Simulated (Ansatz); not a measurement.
TaN under changes of volume

One of the cells (10.776 Å³/atom); the others are scaled copies at fixed shape and fractional positions:

```
Ta N
1.0
     2.93800    0.00000    0.00000
    -1.46900    2.54438    0.00000
     0.00000    0.00000    2.88300
Ta N
1 1
Direct
  0.00000 0.00000 0.50000
  0.66667 0.33333 0.00000
```

* Program: Ansatz 0.2.0
* Functional: HSE06
* Potentials or basis: Ansatz PAW
* Cutoff: 420 eV (not typed: the program's choice for these potentials)
* k mesh: 6 × 6 × 6
* Occupations: fermi-dirac, width 0.05 eV
* Spin: no spin polarisation

```tsv
volume (Å³/atom)	energy over the lowest point (meV/atom)	pressure (GPa)
10.129	?	?
10.345	11.10	12.4
10.560	0.18	4.0
10.776	0.00	-3.6
10.991	9.40	-10.3
11.207	27.53	-16.5
11.422	53.45	-22.0
```

Q: What does the run at 10.129 Å³/atom give?

A: Energy over the lowest point 33.93 meV/atom; pressure 21.8 GPa.

Worked out: A Birch-Murnaghan fit of order 3 (a polynomial in V^(-2/3)) to the other rows has its minimum at 10.67 Å³/atom with B0 = V·E''(V) = 373 GPa and B' = 4.2 at fixed shape and positions, which overstates the stiffness. It gives 33.95 meV/atom at 10.129 Å³/atom, against the run's 33.93, and -dE/dV = 21.7 GPa, against 21.8.

Energies are extrapolated to zero smearing.

Caveats: all runs use coarse meshes; the PAW data sets come from PBE, with cores solved anew for the run's functional, which leaves a small shift of forces and pressure; the thresholds are loose for stress.
